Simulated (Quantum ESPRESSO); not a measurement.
# CdS (Hawleyite) (F-43m) in Quantum ESPRESSO: a series of runs, part 2 of 3

Quantum ESPRESSO 7.5.

## Step 3: Phonons, PBE

pw.in

```
&CONTROL
  calculation = 'scf'
  prefix = 'pwscf'
  outdir = './tmp'
  pseudo_dir = './pseudo'
  tprnfor = .true.
  tstress = .true.
  disk_io = 'low'
/
&SYSTEM
  ibrav = 0
  nat = 2
  ntyp = 2
  ecutwfc = 45
  ecutrho = 360
  nbnd = 15
  occupations = 'smearing'
  smearing = 'fd'
  degauss = 0.00367493
/
&ELECTRONS
  conv_thr = 4d-10
  electron_maxstep = 120
  mixing_beta = 0.5
/
ATOMIC_SPECIES
Cd   112.4140 cd_pbe_v1.uspp.F.UPF
S     32.0600 s_pbe_v1.4.uspp.F.UPF
CELL_PARAMETERS angstrom
   0.0000000000    2.9165000000    2.9165000000
   2.9165000000    0.0000000000    2.9165000000
   2.9165000000    2.9165000000    0.0000000000
ATOMIC_POSITIONS crystal
Cd     0.0000000000    0.0000000000    0.0000000000
S      0.7500000000    0.7500000000    0.7500000000
K_POINTS automatic
4 4 4 1 1 1
```

gamma.in

```
&CONTROL
  calculation = 'bands'
  prefix = 'pwscf'
  outdir = './tmp'
  pseudo_dir = './pseudo'
  disk_io = 'low'
  verbosity = 'high'
/
&SYSTEM
  ibrav = 0
  nat = 2
  ntyp = 2
  ecutwfc = 45
  ecutrho = 360
  nbnd = 15
  occupations = 'smearing'
  smearing = 'fd'
  degauss = 0.00367493
/
&ELECTRONS
  conv_thr = 1d-08
  electron_maxstep = 120
  mixing_beta = 0.5
  diago_full_acc = .true.
  startingwfc = 'random'
/
ATOMIC_SPECIES
Cd   112.4140 cd_pbe_v1.uspp.F.UPF
S     32.0600 s_pbe_v1.4.uspp.F.UPF
CELL_PARAMETERS angstrom
   0.0000000000    2.9165000000    2.9165000000
   2.9165000000    0.0000000000    2.9165000000
   2.9165000000    2.9165000000    0.0000000000
ATOMIC_POSITIONS crystal
Cd     0.0000000000    0.0000000000    0.0000000000
S      0.7500000000    0.7500000000    0.7500000000
K_POINTS crystal
1
0.0 0.0 0.0 1
```

scf2.in

```
&CONTROL
  calculation = 'scf'
  prefix = 'pwscf'
  outdir = './tmp'
  pseudo_dir = './pseudo'
  tprnfor = .true.
  tstress = .true.
  disk_io = 'low'
/
&SYSTEM
  ibrav = 0
  nat = 2
  ntyp = 2
  ecutwfc = 45
  ecutrho = 360
  nbnd = 15
  occupations = 'fixed'
/
&ELECTRONS
  conv_thr = 1d-13
  electron_maxstep = 120
  mixing_beta = 0.5
  startingpot = 'file'
/
ATOMIC_SPECIES
Cd   112.4140 cd_pbe_v1.uspp.F.UPF
S     32.0600 s_pbe_v1.4.uspp.F.UPF
CELL_PARAMETERS angstrom
   0.0000000000    2.9165000000    2.9165000000
   2.9165000000    0.0000000000    2.9165000000
   2.9165000000    2.9165000000    0.0000000000
ATOMIC_POSITIONS crystal
Cd     0.0000000000    0.0000000000    0.0000000000
S      0.7500000000    0.7500000000    0.7500000000
K_POINTS automatic
4 4 4 1 1 1
```

ph.in

```
phonons of CdS
&INPUTPH
  prefix = 'pwscf'
  outdir = './tmp'
  tr2_ph = 1d-18
  fildyn = 'dyn'
  niter_ph = 90
  alpha_mix(1) = 0.7
  epsil = True
/
0.0000000000 0.0000000000 0.0000000000
```

dynmat.in

```
&INPUT
  fildyn = 'dyn'
  asr = 'crystal'
  lperm = .true.
  filout = 'dynmat.disp'
  fileig = 'dynmat.eig'
/
```

dynmat_lo.in

```
&INPUT
  fildyn = 'dyn'
  asr = 'crystal'
  filout = 'dynmat_lo.disp'
  fileig = 'dynmat_lo.eig'
  q(1) = 0
  q(2) = 0
  q(3) = 1
/
```

Potentials or basis: GBRV 1.5 PBE.

Launch:

```bash
OMP_NUM_THREADS=1 mpirun -n 4 pw.x -nk 2 -in pw.in > pw.out
OMP_NUM_THREADS=1 mpirun -n 4 pw.x -in gamma.in > gamma.out
OMP_NUM_THREADS=1 mpirun -n 4 pw.x -nk 2 -in scf2.in > scf2.out
OMP_NUM_THREADS=1 mpirun -n 4 ph.x -nk 2 -in ph.in > ph.out
OMP_NUM_THREADS=1 mpirun -n 1 dynmat.x -in dynmat.in > dynmat.out
OMP_NUM_THREADS=1 mpirun -n 1 dynmat.x -in dynmat_lo.in > dynmat_lo.out
```

pw.out:

```text
This program is part of the open-source Quantum ESPRESSO suite
     for quantum simulation of materials; please cite
[... 6 lines left out ...]
     using ibrav=0 with symmetry is DISCOURAGED, use correct ibrav instead

     K-points division:     npool     =       2
     Subspace diagonalization in iterative solution of the eigenvalue problem:
     a serial algorithm will be used

     --------------------
     sticks:   dense  smooth     PW     G-vecs:    dense   smooth      PW
     Min         753     372    117                19353     6815    1138
     Max         754     373    118                19356     6820    1139
     Sum        1507     745    235                38709    13635    2277

     Using Slab Decomposition

     bravais-lattice index     =            0
     lattice parameter (alat)  =       7.7943  a.u.
     unit-cell volume          =     334.8209 (a.u.)^3
     number of atoms/cell      =            2
     number of atomic types    =            2
     number of electrons       =        18.00
     number of Kohn-Sham states=           15
     kinetic-energy cutoff     =      45.0000  Ry
     charge density cutoff     =     360.0000  Ry
     scf convergence threshold =      4.0E-10
     mixing beta               =       0.5000
     number of iterations used =            8  plain     mixing
     Exchange-correlation=  SLA  PW   PBX  PBC
                           (   1   4   3   4   0   0   0)

     celldm(1)=   7.794277  celldm(2)=   0.000000  celldm(3)=   0.000000
     celldm(4)=   0.000000  celldm(5)=   0.000000  celldm(6)=   0.000000

     crystal axes: (cart. coord. in units of alat)
               a(1) = (   0.000000   0.707107   0.707107 )
               a(2) = (   0.707107   0.000000   0.707107 )
               a(3) = (   0.707107   0.707107   0.000000 )

     reciprocal axes: (cart. coord. in units 2 pi/alat)
               b(1) = ( -0.707107  0.707107  0.707107 )
               b(2) = (  0.707107 -0.707107  0.707107 )
               b(3) = (  0.707107  0.707107 -0.707107 )

     PseudoPot. # 1 for Cd read from file:
     cd_pbe_v1.uspp.F.UPF
     Pseudo is Ultrasoft + core correction, Zval = 12.0
     Generated by new atomic code, or converted to UPF format
     Using radial grid of  889 points,  6 beta functions with:
                l(1) =   0
                l(2) =   0
                l(3) =   1
                l(4) =   1
                l(5) =   2
                l(6) =   2
     Q(r) pseudized with  6 coefficients,  rinner =    1.000   1.000   1.000
                                                       1.000   1.000

     PseudoPot. # 2 for S  read from file:
     s_pbe_v1.4.uspp.F.UPF
     Pseudo is Ultrasoft + core correction, Zval =  6.0
     Generated by new atomic code, or converted to UPF format
     Using radial grid of  907 points,  6 beta functions with:
                l(1) =   0
                l(2) =   0
                l(3) =   1
                l(4) =   1
                l(5) =   2
                l(6) =   2
     Q(r) pseudized with  8 coefficients,  rinner =    1.300   1.300   1.300
                                                       1.300   1.300

     atomic species   valence    mass     pseudopotential
     Cd               12.00   112.41400     Cd( 1.00)
     S                 6.00    32.06000     S ( 1.00)

     24 Sym. Ops. (no inversion) found

   Cartesian axes

     site n.     atom                  positions (alat units)
         1        Cd     tau(   1) = (   0.0000000   0.0000000   0.0000000  )
         2        S      tau(   2) = (   1.0606602   1.0606602   1.0606602  )

     number of k points=    10  Fermi-Dirac smearing, width (Ry)=  0.0037
                       cart. coord. in units 2pi/alat
        k(    1) = (   0.0883883   0.0883883   0.0883883), wk =   0.0625000
        k(    2) = (   0.2651650   0.2651650  -0.0883883), wk =   0.1875000
        k(    3) = (  -0.2651650  -0.2651650   0.4419417), wk =   0.1875000
        k(    4) = (  -0.0883883  -0.0883883   0.2651650), wk =   0.1875000
        k(    5) = (   0.4419417   0.0883883   0.0883883), wk =   0.1875000
        k(    6) = (  -0.0883883  -0.4419417   0.6187184), wk =   0.3750000
        k(    7) = (   0.0883883  -0.2651650   0.4419417), wk =   0.3750000
        k(    8) = (  -0.6187184   0.0883883   0.0883883), wk =   0.1875000
        k(    9) = (   0.2651650   0.2651650   0.2651650), wk =   0.0625000
        k(   10) = (  -0.2651650  -0.2651650   0.7954951), wk =   0.1875000

     Dense  grid:    38709 G-vectors     FFT dimensions: (  48,  48,  48)

     Smooth grid:    13635 G-vectors     FFT dimensions: (  36,  36,  36)

     Initial potential from superposition of free atoms

     starting charge      17.4999, renormalised to      18.0000

     negative rho (up, down):  2.029E-02 0.000E+00
     Starting wfcs are   13 randomized atomic wfcs +    2 random wfcs

     Self-consistent Calculation

     iteration #  1     ecut=    45.00 Ry     beta= 0.50
     Davidson diagonalization with overlap
     ethr =  1.00E-02,  avg # of iterations =  6.7

     Threshold (ethr) on eigenvalues was too large:
     Diagonalizing with lowered threshold

     Davidson diagonalization with overlap
     ethr =  6.41E-04,  avg # of iterations =  1.2

     negative rho (up, down):  1.973E-02 0.000E+00

     total energy              =    -138.88031882 Ry
     estimated scf accuracy    <       0.11195068 Ry

     iteration #  2     ecut=    45.00 Ry     beta= 0.50
     Davidson diagonalization with overlap
     ethr =  6.22E-04,  avg # of iterations =  2.0

     negative rho (up, down):  1.998E-02 0.000E+00

     total energy              =    -138.91332830 Ry
     estimated scf accuracy    <       0.01157976 Ry

     iteration #  3     ecut=    45.00 Ry     beta= 0.50
     Davidson diagonalization with overlap
     ethr =  6.43E-05,  avg # of iterations =  4.9

     negative rho (up, down):  2.027E-02 0.000E+00

     total energy              =    -138.91492136 Ry
     estimated scf accuracy    <       0.00109257 Ry

     iteration #  4     ecut=    45.00 Ry     beta= 0.50
     Davidson diagonalization with overlap
     ethr =  6.07E-06,  avg # of iterations =  3.9

     negative rho (up, down):  2.029E-02 0.000E+00

     total energy              =    -138.91501664 Ry
     estimated scf accuracy    <       0.00004259 Ry

     iteration #  5     ecut=    45.00 Ry     beta= 0.50
     Davidson diagonalization with overlap
     ethr =  2.37E-07,  avg # of iterations =  5.5

     negative rho (up, down):  2.032E-02 0.000E+00

     total energy              =    -138.91506468 Ry
     estimated scf accuracy    <       0.00000267 Ry

     iteration #  6     ecut=    45.00 Ry     beta= 0.50
     Davidson diagonalization with overlap
     ethr =  1.48E-08,  avg # of iterations =  4.2

     negative rho (up, down):  2.035E-02 0.000E+00

     total energy              =    -138.91506605 Ry
     estimated scf accuracy    <       0.00000054 Ry

     iteration #  7     ecut=    45.00 Ry     beta= 0.50
     Davidson diagonalization with overlap
     ethr =  3.02E-09,  avg # of iterations =  2.2

     negative rho (up, down):  2.035E-02 0.000E+00

     total energy              =    -138.91506617 Ry
     estimated scf accuracy    <       0.00000003 Ry

     iteration #  8     ecut=    45.00 Ry     beta= 0.50
     Davidson diagonalization with overlap
     ethr =  1.81E-10,  avg # of iterations =  4.4

     negative rho (up, down):  2.035E-02 0.000E+00

     End of self-consistent calculation

          k = 0.0884 0.0884 0.0884 (  1720 PWs)   bands (ev):

    -6.7030  -2.0649  -2.0649  -2.0343  -1.6065  -1.6065   4.5990   5.5057
     5.5057   7.5829  11.8734  12.3277  12.3277  16.4634  16.4634

          k = 0.2652 0.2652-0.0884 (  1703 PWs)   bands (ev):

    -6.4572  -1.9861  -1.9718  -1.7205  -1.6184  -1.5506   2.6378   4.4597
     5.1695   9.0403  11.8881  12.4569  12.8065  15.6749  17.1775

          k =-0.2652-0.2652 0.4419 (  1713 PWs)   bands (ev):

    -6.3138  -1.9547  -1.9325  -1.6090  -1.5639  -1.2164   1.3789   4.3779
     4.6807   9.2002  11.8971  12.9970  13.2214  16.6963  17.9547

          k =-0.0884-0.0884 0.2652 (  1712 PWs)   bands (ev):

    -6.5594  -2.0133  -1.9906  -1.9062  -1.6244  -1.5803   3.5140   4.9754
     5.0349   8.6844  11.1916  12.7971  13.0171  15.0676  16.9875

          k = 0.4419 0.0884 0.0884 (  1701 PWs)   bands (ev):

    -6.3581  -1.9145  -1.8697  -1.7867  -1.5476  -1.4940   2.4978   4.1620
     4.3117   9.6273  10.4341  13.2343  14.1530  15.2292  17.6622

          k =-0.0884-0.4419 0.6187 (  1702 PWs)   bands (ev):

    -6.2196  -1.8799  -1.8280  -1.6741  -1.5719  -1.0461   1.6969   3.2558
     3.9011  10.3625  11.0614  13.0172  14.4687  15.8584  18.1615

          k = 0.0884-0.2652 0.4419 (  1706 PWs)   bands (ev):

    -6.3161  -1.9277  -1.9017  -1.6723  -1.5716  -1.3165   1.9471   3.7871
     4.5574   9.9077  11.3929  12.3917  13.8656  15.8590  18.3324

          k =-0.6187 0.0884 0.0884 (  1703 PWs)   bands (ev):

    -6.2191  -1.8723  -1.7673  -1.7468  -1.5316  -1.1726   1.7811   3.5438
     3.8803   9.5230  10.2842  14.2270  15.3632  15.9592  18.0702

          k = 0.2652 0.2652 0.2652 (  1700 PWs)   bands (ev):

    -6.3960  -1.9783  -1.9783  -1.5809  -1.5809  -1.4869   1.8132   4.9681
     4.9681   8.6067  12.6015  12.6681  12.6681  16.5610  17.0286

          k =-0.2652-0.2652 0.7955 (  1712 PWs)   bands (ev):

    -6.2588  -1.9200  -1.8672  -1.6361  -1.5861  -1.1066   1.6110   3.3509
     4.4789   9.9994  11.4544  13.2840  13.6710  16.1115  16.8852

     the Fermi energy is     6.5775 ev

!    total energy              =    -138.91506620 Ry
     estimated scf accuracy    <          2.7E-10 Ry
     smearing contrib. (-TS)   =      -0.00000000 Ry
     internal energy E=F+TS    =    -138.91506620 Ry

     The total energy is F=E-TS. E is the sum of the following terms:
     one-electron contribution =     -38.36081850 Ry
     hartree contribution      =      32.67186969 Ry
     xc contribution           =     -47.87971708 Ry
     ewald contribution        =     -85.34640031 Ry

     convergence has been achieved in   8 iterations

     negative rho (up, down):  2.035E-02 0.000E+00

     Forces acting on atoms (cartesian axes, Ry/au):

     atom    1 type  1   force =     0.00000000    0.00000000    0.00000000
     atom    2 type  2   force =     0.00000000   -0.00000000    0.00000000

     Total force =     0.000000     Total SCF correction =     0.000000

     Computing stress (Cartesian axis) and pressure

     negative rho (up, down):  2.035E-02 0.000E+00
          total   stress  (Ry/bohr**3)                   (kbar)     P=       31.62
   0.00021493   0.00000000  -0.00000000           31.62        0.00       -0.00
   0.00000000   0.00021493   0.00000000            0.00       31.62        0.00
   0.00000000  -0.00000000   0.00021493            0.00       -0.00       31.62

=------------------------------------------------------------------------------=
   JOB DONE.
=------------------------------------------------------------------------------=
```

Run time: 2.4 min. Hardware: 4 MPI ranks of Intel Xeon at 2.50GHz (Skylake/Cascade Lake), shared host; peak memory 0.36 GiB.

Results:

| Item | Value |
| --- | --- |
| Free energy | -1890.0358 eV |
| Pressure after relaxing | 3.2 GPa |
| Electronic dielectric tensor (diagonal) | 6.18 |
| Born charges (mean of the diagonal) | Cd +2.18; S -2.19 e |
| Highest phonon frequency at Γ, LO-TO splitting left out | 238 cm⁻¹ |
| Static dielectric tensor (diagonal) | 9.53 |

Levels at points of the mesh, in eV from the valence-band top:
```
           k point  band 7  band 8  band 9  band 10  band 11  band 12
(0.12, 0.12, 0.12)   -0.91    0.00    0.00     2.08     6.37     6.82
```

Phonon frequencies in cm⁻¹ (negative: imaginary):
```csv
q point,frequencies
"(0.000, 0.000, 0.000)",-2 -2 -2 238 238 238
```

Electronic dielectric tensor:
```
6.18 0.00 0.00
0.00 6.18 0.00
0.00 0.00 6.18
```

Born effective charge tensors (e):
atom 1, Cd
```
2.18 0.00 0.00
0.00 2.18 0.00
0.00 0.00 2.18
```
atom 2, S
```
-2.19  0.00  0.00
 0.00 -2.19  0.00
 0.00  0.00 -2.19
```

Optical modes at Γ, degenerate ones joined, polar ones without the macroscopic field:
```csv
cm⁻¹,components,symmetry,active in,"IR intensity, summed ((D/Å)²/amu)"
238,3,T2,IR and Raman,13.27
```

Zone-centre frequencies without and with the macroscopic field along z (cm⁻¹):
|  | optical modes in rising order |
| --- | --- |
| without | 238 238 238 |
| with the field | 238 238 296 |

Static dielectric tensor, electrons and zone-centre modes:
```
9.53 0.00 0.00
0.00 9.53 0.00
0.00 0.00 9.53
```

Caveat: the mesh is thin for the dielectric tensor, Born charges and intensities, which usually come out too large; the cell is more than 3 GPa from zero pressure, which shifts response properties.

[end of part 2 of 3]
